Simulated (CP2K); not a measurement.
SrO under changes of volume

One of the cells (16.901 Å³/atom); the others are scaled copies at fixed shape and fractional positions:

```
Sr O
1.0
     3.62930    0.00000    0.00000
     1.81465    3.14306    0.00000
     1.81465    1.04769    2.96331
Sr O
1 1
Direct
  0.50000 0.50000 0.50000
  0.00000 0.00000 0.00000
```

* Program: CP2K 2026.2
* Functional: r2SCAN
* Potentials or basis: POTENTIAL_UZH Sr GTH-SCAN-q10, O GTH-SCAN-q6; TZVP-MOLOPT-SCAN-GTH basis
* Density cutoff: 17687 eV
* k mesh: 9 × 9 × 9
* Occupations: fermi-dirac, width 0.0259 eV
* Spin: no spin polarisation

```csv
volume (Å³/atom),energy over the lowest point (meV/atom),pressure (GPa),gap on the mesh (eV)
15.887,44.83,10.4,3.83
16.225,?,?,?
16.563,12.44,5.1,3.87
16.901,3.98,2.9,3.88
17.239,0.00,0.9,3.90
17.577,0.01,-0.9,3.91
17.915,3.59,-2.5,3.92
```

Task: What does the run at 16.225 Å³/atom give?

Result: Energy over the lowest point 25.86 meV/atom; pressure 7.6 GPa; gap on the mesh 3.85 eV.

Worked out: A Birch-Murnaghan fit of order 3 (a polynomial in V^(-2/3)) to the other rows has its minimum at 17.41 Å³/atom with B0 = V·E''(V) = 92 GPa and B' = 4.6. It gives 25.85 meV/atom at 16.225 Å³/atom, against the run's 25.86, and -dE/dV = 7.6 GPa, against 7.6. A straight line through the other rows of the gap, of slope 0.751 eV per unit of ln V, gives 3.85 eV, against the run's 3.85.

Energies are extrapolated to zero smearing.

Caveats: an odd mesh through Γ misses points on the zone boundary, where band edges often lie; the basis of atomic orbitals isn't converged, which shifts pressures, moduli and gaps. Spin-orbit coupling on Sr is left out.
